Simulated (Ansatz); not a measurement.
A surface is cut from this relaxed crystal of HfN:

```cif
data_structure
_symmetry_space_group_name_H-M 'Fm-3m'
_symmetry_Int_Tables_number 225
_cell_length_a 4.5478
_cell_length_b 4.5478
_cell_length_c 4.5478
_cell_angle_alpha 90.000
_cell_angle_beta 90.000
_cell_angle_gamma 90.000
_cell_volume 94.06
loop_
_atom_site_label
_atom_site_type_symbol
_atom_site_symmetry_multiplicity
_atom_site_Wyckoff_symbol
_atom_site_fract_x
_atom_site_fract_y
_atom_site_fract_z
_atom_site_occupancy
Hf1 Hf 4 b 0.50000 0.00000 0.00000 1
N1 N 4 a 0.00000 0.00000 0.00000 1
```

Miller indices refer to the conventional cell of Fm-3m (No. 225), a = 4.548 Å, b = 4.548 Å, c = 4.548 Å, α = 90.00°, β = 90.00°, γ = 90.00°.

The (210) slab of 10 planes, 9.2 Å thick with 15 Å of vacuum as cut; outer planes HfN (top) and HfN (bottom).

The calculation used DFT PBE, scalar-relativistic, plane waves, PAW (Ansatz). Settings: cutoff 420 eV, Γ-centred mesh 8×7×1 on the computed 20-atom cell, Gaussian smearing of 0.10 eV; no spin polarisation. A dipole correction removes the field between periodic images along c.

The work function is left out: read from the slab's Fermi level and from the bulk's it differs by over 0.3 eV, so the slab is too thin for it. The slab's inner planes relax by over 3 % too, so it holds no bulk-like region.

With the atoms at the bulk's places:

| Quantity | Value |
| --- | --- |
| Surface energy (mean of both faces) | 2.41 J/m² |

Q: What changes when all atoms relax?

A: The energy falls by 0.321 J/m² a face, and the largest move is 0.17 Å.

| Item | Value |
| --- | --- |
| Surface energy (mean of both faces) | 2.08 J/m² |

```csv
plane (bottom to top),atoms,"spacing to next, bulk (Å)",relaxed (Å),change (%),rumpling (Å)
1,HfN,1.017,0.966,-5.0,0.133
2,HfN,1.017,0.918,-9.8,0.052
3,HfN,1.017,1.103,+8.5,0.125
4,HfN,1.017,0.959,-5.7,0.048
5,HfN,1.017,1.100,+8.1,0.012
6,HfN,1.017,0.959,-5.7,0.012
7,HfN,1.017,1.103,+8.5,0.048
8,HfN,1.017,0.918,-9.8,0.125
9,HfN,1.017,0.966,-5.0,0.052
10,HfN,,,,0.133
```

With no bulk-like middle, the error of these values can't be bounded.

Spin-orbit coupling is left out, which matters for the bands of heavy elements. Spin polarisation was left out, and a magnetic state may lie lower.

γ = (E_slab − N·E_bulk)/2A = 6.018 eV / (2 × 23.12 Å²) = 130.1 meV/Å² = 2.08 J/m², with N = 20 atoms. The cut crosses 6 bonds a cell (neighbours within 10 % of the shortest distances), so each costs 1.00 eV on this count. The top plane, flat in the bulk, buckles with N 0.13 Å above Hf: the anion outward, the common sense of rumpling on ionic faces.

Relaxation lowers the surface energy from 2.41 to 2.08 J/m², so most of the cost lies in the broken Hf–N bonds and only a small part is recovered by moving atoms. On this open, stepped face of a rocksalt crystal, atoms in the outermost plane lose two of their six nearest neighbours and those in the next plane lose one. The remaining bonds, which mix Hf 5d with N 2p states, can then strengthen and shorten, which explains why the two outer spacings contract at each face. The third plane is fully coordinated but bonds directly to the first, which probably explains why it rumples almost as much as the surface itself. Further in, the spacings alternate without dying away, which suggests that the distortions from the two faces overlap. Each plane contains Hf and N in equal numbers, so the face is nonpolar and needs no compensating charge. Whether it would lower its energy further by breaking up into {100} facets can't be judged from this small surface cell.
